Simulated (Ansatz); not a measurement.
Orderings of SiMo₅ on the bcc lattice

Theory: DFT PBE, scalar-relativistic, plane waves, PAW in Ansatz. All cells share a 420 eV cutoff and Γ-centred k meshes spaced at most about 0.3 Å⁻¹ (about 0.25 or finer for metals, 2π included). No spin polarisation.

All energies are static (0 K, no zero-point motion). Each row is a relaxed arrangement of Si and Mo on shared sites of the bcc type. The column n gives the unlike atoms among the 8 nearest shared sites, averaged over those sites; energies count from the lowest row.

```csv
row,space group,source,atoms,n (of 8),V (Å³/atom),gap on mesh (eV),ΔE (meV/atom)
1,Cmmm (No. 65),invented,6,1.33,15.34,0,67
2,P4/mmm (No. 123),invented,6,2.67,15.22,0,?
3,P-3m1 (No. 164),invented,6,2.67,15.18,0,0
```

The cell of row 2:

```
CELL_PARAMETERS angstrom
3.17749 0.00000 0.00000
0.00000 3.17749 0.00000
0.00000 0.00000 9.04712
ATOMIC_POSITIONS crystal
Si 0.00000 0.00000 0.00000
Mo 0.00000 0.00000 0.67215
Mo 0.50000 0.50000 0.84194
Mo 0.00000 0.00000 0.32785
Mo 0.50000 0.50000 0.15806
Mo 0.50000 0.50000 0.50000
```

Question: Estimate the missing energy, and say where the row ranks.

Answer: 29 meV/atom, above row 3 and below row 1. The energy falls with n on the whole, though n alone doesn't fix it. Rows 2 and 3 share n and still differ by 29 meV/atom, so farther pairs, strain or a change of electronic state count too. Row 2: Si is surrounded by 8 Mo at 2.66 Å, 2 Mo at 2.97 Å and 4 Si at 3.18 Å; Mo on a site of symmetry 4mm is surrounded by 8 Mo at 2.72–2.73 Å, 1 Si at 2.97 Å and 5 Mo at 3.11–3.18 Å; around Mo on a second site of symmetry 4mm lie 4 Si at 2.66 Å, 5 Mo at 2.72–2.86 Å and 5 Mo at 3.09–3.18 Å; Mo on a site of symmetry 4/mmm has 8 Mo at 2.73 Å and 6 Mo at 3.09–3.18 Å.

The k mesh leaves some 4 meV/atom of noise in the energy of each metallic cell. Only small cells were tried. Some structure types and database cells were kept out of the candidates from the start, so a known form may be missing.

The ordering energies favour dispersing Si through the Mo host. In row 1 only half of the nearest neighbours of Si are Mo, and it lies highest; in rows 2 and 3 all of them are. The likely driving force is hybridisation of Si 3p with Mo 4d states, which Si–Si contacts at bcc spacing can't replace, being too long for good covalent bonds. The volume shrinks in the same order as the energy, as expected if stronger Si–Mo bonding draws the lattice in.

With the first shell saturated, the 29 meV/atom between rows 2 and 3 must come from beyond it. Row 2 gathers Si into square sheets, with 4 Si at 3.18 Å around each Si where Mo could sit. Row 3 probably avoids these second-shell pairs, which suggests that Si atoms repel each other effectively at that range too. The ranking doesn't show that ordered SiMo₅ would form, since the competing phases are Mo with a little dissolved Si and A15 Mo₃Si, which isn't a bcc ordering.
